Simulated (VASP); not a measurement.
# Pt (Fm-3m) in VASP: settings compared, part 2 of 2

VASP 6.6.1. Earlier steps stand in the parts before.

## Step 4: Relaxation of the atoms, LDA+U (cell strained at random at fixed volume)

run.py

```python
from ase.calculators.vasp import Vasp
from ase.io import read
from ase.optimize import LBFGS

atoms = read('Pt.xyz')
calc = Vasp(
    directory='calc',
    xc='lda',
    pp='LDA',
    setups='recommended',
    prec='Accurate',
    encut=520,
    ediff=1e-06,
    ismear=1,
    sigma=0.1,
    lreal=False,
    lasph=True,
    nelm=80,
    algo='Normal',
    isif=2,
    lwave=True,
    lcharg=False,
    lmaxmix=4,
    ldautype=2,
    ldauprint=1,
    ldau_luj={'Pt': {'L': 2, 'U': 6, 'J': 1.0}},
    kpts=[12, 12, 12],
    gamma=True,
)
atoms.calc = calc
opt = LBFGS(atoms, trajectory='relax.traj')
converged = opt.run(fmax=0.02, steps=40)
print('converged:', converged)

print('energy (eV):', atoms.get_potential_energy())
print('free energy (eV):', atoms.get_potential_energy(force_consistent=True))
print('forces (eV/A):')
print(atoms.get_forces())
print('stress (eV/A^3, Voigt):', atoms.get_stress())
print('Fermi level (eV):', calc.get_fermi_level())
print('cell (A, degrees):', atoms.cell.cellpar())
print('volume (A^3):', atoms.get_volume())
print('scaled positions:')
print(atoms.get_scaled_positions())
```

Pt.xyz

```xyz
1
Lattice="-0.0152900000 1.9403200000 1.9746160000 1.9586140000 0.0023170000 1.9570100000 1.9731170000 1.9372160000 -0.0121860000" Properties=species:S:1:pos:R:3 pbc="T T T"
Pt     0.1003913663     -0.1042719646     -0.0452371227
```

Potentials or basis: VASP PAW LDA potentials, release 64 (Pt).

Command:

```sh
$ python run.py
```

What it wrote:

```text
Step     Time          Energy          fmax
LBFGS:    0       -4.041205        0.000000
converged: True
energy (eV): -4.04119916
free energy (eV): -4.04120526
forces (eV/A):
[[ 0.  0. -0.]]
stress (eV/A^3, Voigt): [ 1.36433494e-01  1.39836925e-01  1.36055793e-01  2.11119508e-04
 -5.07482901e-04 -5.32672234e-05]
Fermi level (eV): 9.68962253
cell (A, degrees): [ 2.76842624  2.76876548  2.76516636 59.851547   61.0573835  59.94534695]
volume (A^3): 15.079824445800131
scaled positions:
[[0.936527 0.040989 0.0097  ]]
```

OUTCAR:

```text
ENCUT = 520.000000
   EDIFF = 1.00e-06
   PREC = Accurate
   ISIF = 2
   ISMEAR = 1
   NELM = 80
[... 296 lines left out ...]
 POSITION                                       TOTAL-FORCE (eV/Angst)
 -----------------------------------------------------------------------------------
      0.08510      1.83605      1.92938         0.000000      0.000000     -0.000000
 -----------------------------------------------------------------------------------
    total drift:                               -0.000001     -0.000000      0.000000

  FREE ENERGIE OF THE ION-ELECTRON SYSTEM (eV)
  ---------------------------------------------------
  free  energy   TOTEN  =        -4.0412052553 eV

  energy  without entropy=       -4.0411869631  energy(sigma->0) =       -4.04119916
```

INCAR:

```text
ENCUT = 520.000000
SIGMA = 0.100000
EDIFF = 1.00e-06
ALGO = Normal
PREC = Accurate
ISIF = 2
ISMEAR = 1
LDAUPRINT = 1
LDAUTYPE = 2
LMAXMIX = 4
NELM = 80
LASPH = .TRUE.
LCHARG = .FALSE.
LWAVE = .TRUE.
LREAL = .FALSE.
LDAU = .TRUE.
LDAUL = 2
LDAUU = 6.000
LDAUJ = 1.000
```

Wall time 48 s (1 thread of Intel Xeon Platinum 8559C (Emerald Rapids), shared host); peak memory 0.24 GiB.

What came out:

```
Free energy             : -4.0412 eV
Pressure after relaxing : -22.0 GPa
Band gap on the k mesh  : none (metal or under the smearing width)
```

Stress tensor (GPa, compression positive):
```
-21.86   0.01   0.08
  0.01 -22.40  -0.03
  0.08  -0.03 -21.80
```

Final structure:
```
Pt
1.0
    -0.01529    1.94032    1.97462
     1.95861    0.00232    1.95701
     1.97312    1.93722   -0.01219
Pt
1
Direct
  0.93653 0.04099 0.00970
```

Eigenvalues of the final occupation matrices:
```
    site  spin  trace               eigenvalues
site 1 d     1   4.27  0.81 0.81 0.83 0.90 0.91
site 1 d     2   4.27  0.81 0.81 0.83 0.90 0.91
```

Caveat: the relaxation stopped at its first step, so nothing moved; U without spin polarisation on a metal has little footing; the U is typed as a test and isn't derived for this compound.

## Step 5: Single point, PBEsol

INCAR

```
SYSTEM = Pt
PREC     = Accurate       ! precision mode
ENCUT    = 520            ! plane-wave cutoff, eV
EDIFF    = 1E-7           ! SCF threshold, eV
ISMEAR   = 0              ! smearing method
SIGMA    = 0.02           ! smearing width, eV
LREAL    = .False.        ! projectors in reciprocal space
LASPH    = .True.         ! aspherical terms in the spheres
NELM     = 100            ! most SCF steps
ALGO     = Fast           ! electronic algorithm
ISIF     = 2              ! what is computed and relaxed
LWAVE    = .False.        ! write WAVECAR
LCHARG   = .True.         ! write CHGCAR
GGA      = PS             ! functional
LELF     = .True.         ! ELF
LVHAR    = .True.       
NBANDS   = 11             ! bands
```

KPOINTS

```
Automatic mesh
0
Gamma
  12 12 12
  0 0 0
```

POSCAR

```
Pt
2.7731
    0.000000000000      0.707114781292      0.707114781292
    0.707114781292      0.000000000000      0.707114781292
    0.707114781292      0.707114781292      0.000000000000
Pt
1
Direct
    0.0000000000      0.0000000000      0.0000000000
```

Potentials or basis: VASP PAW PBE potentials, release 64 (Pt).

Command:

```sh
$ cat potpaw_PBE.64/Pt/POTCAR > POTCAR
$ mpirun -np 1 vasp_std > vasp.out
```

OUTCAR:

```text
SYSTEM = Pt
   PREC = Accurate
   ENCUT = 520
   EDIFF = 1E-7
   ISMEAR = 0
   LREAL = .False.
   LASPH = .True.
   NELM = 100
   ISIF = 2
   GGA = PS

 ion  position               nearest neighbor table
   1  0.000  0.000  0.000-

  LATTYP: Found a face centered cubic cell.
 ALAT       =     3.9218000000

  Lattice vectors:

 A1 = (   0.0000000000,   1.9609000000,   1.9609000000)
 A2 = (   1.9609000000,   0.0000000000,   1.9609000000)
 A3 = (   1.9609000000,   1.9609000000,   0.0000000000)

Analysis of symmetry for initial positions (statically):
=====================================================================
 Subroutine PRICEL returns:
 Original cell was already a primitive cell.

 Routine SETGRP: Setting up the symmetry group for a
 face centered cubic supercell.

 Subroutine GETGRP returns: Found 48 space group operations
 (whereof 48 operations were pure point group operations)
 out of a pool of 48 trial point group operations.

The static configuration has the point symmetry O_h .

Analysis of symmetry for dynamics (positions and initial velocities):
=====================================================================
 Subroutine PRICEL returns:
 Original cell was already a primitive cell.

 Routine SETGRP: Setting up the symmetry group for a
 face centered cubic supercell.

 Subroutine GETGRP returns: Found 48 space group operations
 (whereof 48 operations were pure point group operations)
 out of a pool of 48 trial point group operations.

The dynamic configuration has the point symmetry O_h .

 Subroutine INISYM returns: Found 48 space group operations
 (whereof 48 operations are pure point group operations),
 and found     1 'primitive' translations

----------------------------------------------------------------------------------------

                                     Primitive cell

  volume of cell :      15.0798

  direct lattice vectors                    reciprocal lattice vectors
     0.000000000  1.960900000  1.960900000    -0.254984956  0.254984956  0.254984956
     1.960900000  0.000000000  1.960900000     0.254984956 -0.254984956  0.254984956
     1.960900000  1.960900000  0.000000000     0.254984956  0.254984956 -0.254984956

  length of vectors
     2.773131374  2.773131374  2.773131374     0.441646899  0.441646899  0.441646899

  position of ions in fractional coordinates (direct lattice)
     0.000000000  0.000000000  0.000000000

  ion indices of the primitive-cell ions
   primitive index   ion index
                 1           1

----------------------------------------------------------------------------------------

 KPOINTS: Automatic mesh

Automatic generation of k-mesh.
 Grid dimensions read from file:
 generate k-points for:   12   12   12

 Generating k-lattice:

  Cartesian coordinates                     Fractional coordinates (reciprocal lattice)
    -0.021248746  0.021248746  0.021248746     0.083333333  0.000000000  0.000000000
     0.021248746 -0.021248746  0.021248746     0.000000000  0.083333333  0.000000000
     0.021248746  0.021248746 -0.021248746     0.000000000  0.000000000  0.083333333

  Length of vectors
     0.036803908  0.036803908  0.036803908

  Shift w.r.t. Gamma in fractional coordinates (k-lattice)
     0.000000000  0.000000000  0.000000000

 Subroutine IBZKPT returns following result:
 ===========================================

 Found     72 irreducible k-points:

 Following reciprocal coordinates:
            Coordinates               Weight
  0.000000  0.000000  0.000000      1.000000
  0.083333  0.000000  0.000000      8.000000
  0.166667  0.000000  0.000000      8.000000
  0.250000  0.000000  0.000000      8.000000
  0.333333  0.000000  0.000000      8.000000
  0.416667  0.000000  0.000000      8.000000
[... 42 lines left out ...]
  0.333333  0.250000  0.083333     24.000000
  0.416667  0.250000  0.083333     48.000000
 [... further k-points ...]
   k-points           NKPTS =     72   k-points in BZ     NKDIM =     72   number of bands    NBANDS=     11
   number of dos      NEDOS =    301   number of ions     NIONS =      1
   total plane-waves  NPLWV =  13824
   dimension x,y,z NGX =    24 NGY =   24 NGZ =   24
   dimension x,y,z NGXF=    48 NGYF=   48 NGZF=   48
   ions per type =               1
   NGX,Y,Z   is equivalent  to a cutoff of  14.39, 14.39, 14.39 a.u.
   NGXF,Y,Z  is equivalent  to a cutoff of  28.78, 28.78, 28.78 a.u.
 SYSTEM =  Pt
   PREC   = accura    normal or accurate (medium, high low for compatibility)
   ISTART =      0    job   : 0-new  1-cont  2-samecut
   ICHARG =      2    charge: 1-file 2-atom 10-const
   ISPIN  =      1    spin polarized calculation?
   LNONCOLLINEAR =      F non collinear calculations
   LSORBIT =      F    spin-orbit coupling
   LASPH  =      T    aspherical Exc in radial PAW
   ENCUT  =  520.0 eV  38.22 Ry    6.18 a.u.   5.16  5.16  5.16*2*pi/ulx,y,z
   NELM   =    100;   NELMIN=  2; NELMDL= -5     # of ELM steps
   EDIFF  = 0.1E-06   stopping-criterion for ELM
   LREAL  =      F    real-space projection
   EDIFFG = 0.1E-05   stopping-criterion for IOM
   NSW    =      0    number of steps for IOM
   IBRION =     -1    ionic relax: 0-MD 1-quasi-New 2-CG
   NFREE  =      0    steps in history (QN), initial steepest desc. (CG)
   ISIF   =      2    stress and relaxation
   ISYM   =      2    0-nonsym 1-usesym 2-fastsym
   POTIM  = 0.5000    time-step for ionic-motion
   TEBEG  =    0.0;   TEEND  =   0.0 temperature during run
   PSTRESS=    0.0 pullay stress
   NELECT =      10.0000    total number of electrons
   NUPDOWN=      -1.0000    fix difference up-down
   EMIN   =  10.00;   EMAX   =-10.00  energy-range for DOS
   EFERMI =   0.00;   METHOD = LEGACY
   ISMEAR =     0;   SIGMA  =   0.02  broadening in eV -4-tet -1-fermi 0-gaus
   EFERMI_NEDOS =   21; number of points for ismear=-14 and -15
   IALGO  =     68    algorithm
   IMIX   =      4    mixing-type and parameters
     AMIX     =   0.40;   BMIX     =  1.00
     AMIX_MAG =   1.60;   BMIX_MAG =  1.00
  volume/ion in A,a.u.               =      15.08       101.76
  Fermi-wavevector in a.u.,A,eV,Ry     =   1.427609  2.697791 27.729605  2.038068
  Thomas-Fermi vector in A             =   2.547760
   LORBIT       =      0    0 simple, 1 ext, 2 COOP (PROOUT), +10 PAW based schemes
   GGA     = PS    functional components
   LHFCALC =     F    Hartree Fock is set to
   AEXX    =    0.0000 exact exchange contribution
   IVDW    =     0    specifies the selected vdW correction
   LEPSILON=     F    determine dielectric tensor
   LRPA    =     F    only Hartree local field effects (RPA)
 non-spin polarized calculation
 RMM-DIIS sequential band-by-band and
 Gauss-broadening in eV      SIGMA  =   0.02
  energy-cutoff  :      520.00
  volume of cell :       15.08
 maximum number of plane-waves:       419
 NGX is ok and might be reduce to    24
   NGX = 11   NGY = 11   NGZ = 11

 number of electron      10.0000000 magnetization

 Free energy of the ion-electron system (eV)
  ---------------------------------------------------
  ext. energy  EPLUGINS =         0.00000000
  ---------------------------------------------------
  free energy    TOTEN  =        -6.96341307 eV

  energy without entropy =       -6.96233601  energy(sigma->0) =       -6.96287454

 E-fermi :  11.1279     XC(G=0): -13.6265

 val. band max:       11.1211801154   @ k =  -0.4167   0.4167   0.1667
 cond. band min:      11.1279217039   @ k =   0.5000   0.4167   0.0833
 fundamental gap:      0.0067415885
 Fermi energy:        11.1278587474

 k-point     1 :       0.0000    0.0000    0.0000
  band No.  band energies     occupation
      1       0.8004      2.00000
      2       7.3024      2.00000
      3       7.3024      2.00000
      4       7.3024      2.00000
      5       9.4814      2.00000
      6       9.4814      2.00000
      7      25.7212      0.00000
      8      30.6775      0.00000
      9      30.6775      0.00000
     10      30.6775      0.00000
     11      35.9726      0.00000
[... 533 lines left out ...]
 k-point    40 :       0.4167    0.4167    0.0000
  band No.  band energies     occupation
      1       4.1227      2.00000
      2       4.6106      2.00000
      3      11.0037      2.00000
      4      11.1305      0.84959
      5      11.1305      0.84959
      6      11.2242      0.00000
      7      22.0987      0.00000
      8      23.3060      0.00000
      9      23.3060      0.00000
     10      30.7678      0.00000
     11      33.9166      0.00000

 [... further k-points ...]

------------------------ aborting loop because EDIFF is reached ----------------------------------------

  FORCE on cell =-STRESS in cart. coord.  units (eV):
  Direction    XX          YY          ZZ          XY          YZ          ZX
  --------------------------------------------------------------------------------------
  -------------------------------------------------------------------------------------
  Total       -0.0998328     -0.0998328     -0.0998328     -0.0000000      0.0000000     -0.0000000
  in kB      -10.6068769    -10.6068769    -10.6068769     -0.0000000      0.0000000     -0.0000000
  external PRESSURE =     -10.6068769 kB  Pullay stress =       0.0000000 kB

 VOLUME and BASIS-vectors are now :
 -----------------------------------------------------------------------------
  energy-cutoff  :      520.00
  volume of cell :       15.08
      direct lattice vectors                 reciprocal lattice vectors
     0.000000000  1.960900000  1.960900000    -0.254984956  0.254984956  0.254984956
     1.960900000  0.000000000  1.960900000     0.254984956 -0.254984956  0.254984956
     1.960900000  1.960900000  0.000000000     0.254984956  0.254984956 -0.254984956

 POSITION                                       TOTAL-FORCE (eV/Angst)
 -----------------------------------------------------------------------------------
      0.00000      0.00000      0.00000         0.000000     -0.000000      0.000000
 -----------------------------------------------------------------------------------
    total drift:                               -0.000000      0.000000     -0.000000

  FREE ENERGIE OF THE ION-ELECTRON SYSTEM (eV)
  ---------------------------------------------------
  free  energy   TOTEN  =        -6.9634130688 eV

  energy  without entropy=       -6.9623360065  energy(sigma->0) =       -6.96287454
```

Run time: 10 s. Hardware: 1 thread of Intel Xeon Platinum 8559C (Emerald Rapids), shared host; peak memory 0.14 GiB.

What came out:

```yaml
Free_energy: -6.9634 eV
Pressure: -1.1 GPa
Band_gap_on_the_k_mesh: none (metal or under the smearing width)
```

Caveat: the PAW data sets were made with another functional, which shifts forces and pressure a little. The run has no spin-orbit coupling, so splittings on Pt are missing.

## Step 6: Single point, PBEsol

run.py

```python
from ase import Atoms
from ase.calculators.vasp import Vasp
from ase.dft.bandgap import bandgap

atoms = Atoms(
    ['Pt'],
    cell=[[0.0, 1.9609, 1.9609], [1.9609, 0.0, 1.9609], [1.9609, 1.9609, 0.0]],
    scaled_positions=[[0.0, 0.0, 0.0]],
    pbc=True,
)
calc = Vasp(
    directory='calc',
    xc='pbesol',
    pp='PBE',
    setups='recommended',
    prec='Accurate',
    encut=520,
    ediff=1e-06,
    ismear=0,
    sigma=0.02,
    lreal=False,
    lasph=True,
    nelm=100,
    algo='Fast',
    isif=2,
    lwave=False,
    lcharg=True,
    lelf=True,
    lvhar=True,
    kpts=[12, 12, 12],
    gamma=True,
    nbands=11,
)
atoms.calc = calc

print('energy (eV):', atoms.get_potential_energy())
print('free energy (eV):', atoms.get_potential_energy(force_consistent=True))
print('forces (eV/A):')
print(atoms.get_forces())
print('stress (eV/A^3, Voigt):', atoms.get_stress())
print('Fermi level (eV):', calc.get_fermi_level())
gap, top, bottom = bandgap(calc)
print('band gap (eV):', gap, 'from (spin, k, band)', top, 'to', bottom)
```

Potentials or basis: VASP PAW PBE potentials, release 64 (Pt).

Command:

```sh
$ python run.py
```

Wall time 11 s (1 thread of Intel Xeon Platinum 8559C (Emerald Rapids), shared host); peak memory 0.14 GiB.

The run converged. Its results:

```
Free energy            : -6.9634 eV
Pressure               : -1.1 GPa
Band gap on the k mesh : none (metal or under the smearing width)
```

Levels at points of the mesh, in eV from the Fermi level:
```tsv
k point	band 3	band 4	band 5	band 6	band 7	band 8
(0.00, 0.00, 0.00)	-3.83	-3.83	-1.65	-1.65	14.59	19.55
(0.50, 0.00, 0.00)	-3.89	-0.58	0.03	0.03	5.78	14.14
(0.50, 0.50, 0.00)	0.00	0.48	0.48	1.68	8.81	11.30
```

Caveat: the PAW data sets were made with another functional, which shifts forces and pressure a little.

## Step 7: For comparison

An earlier run on the cell as given: functional PBE; potentials or basis VASP PAW PBE potentials, release 64 (Pt); cutoff 520 eV; k mesh 12 × 12 × 12; occupations fermi-dirac, width 0.05 eV; no spin polarisation.

- Pressure: 9.7 GPa
- Band gap on the k mesh: none (metal or under the smearing width)

## Step 8: Summary

```tsv
task	level	potentials or basis	U	cell	cutoff (eV)	smearing	LDAUTYPE	hund's J	optimiser	gap on the mesh (eV)	pressure (GPa)	relaxed volume (Å³/atom)
relaxation of cell and atoms	vdW-DF	VASP PAW PBE potentials, release 64 (Pt)	-	relaxed	600	fermi-dirac 0.05 eV	-	-	-	none	0.1	16.39
relaxation of cell and atoms	BEEF-vdW	VASP PAW PBE potentials, release 64 (Pt)	-	relaxed	600	fermi-dirac 0.05 eV	-	-	-	none	0.0	15.93
relaxation of the atoms	LDA+U	VASP PAW LDA potentials, release 64 (Pt)	Pt d U = 6 eV, J = 1.0 eV	atoms relaxed from: cell strained at random at fixed volume	520	methfessel-paxton 0.1 eV	2	1	LBFGS	none	-22.0	-
single point	PBEsol	VASP PAW PBE potentials, release 64 (Pt)	-	as given	520	gaussian 0.02 eV	-	-	-	none	-1.1	-
single point	PBE	VASP PAW PBE potentials, release 64 (Pt)	-	as given	520	fermi-dirac 0.05 eV	-	-	-	none	9.7	-
```

Alike in all rows: no spin polarisation; k mesh 12 × 12 × 12.

Caveats: the PAW data sets were made with another functional, which shifts forces and pressure a little (some runs); the relaxation stopped at its first step, so nothing moved (some runs); U without spin polarisation on a metal has little footing (some runs); the U is typed as a test and isn't derived for this compound (some runs).

Total energies depend on the potentials used, so only differences within one code and one set of settings carry meaning.
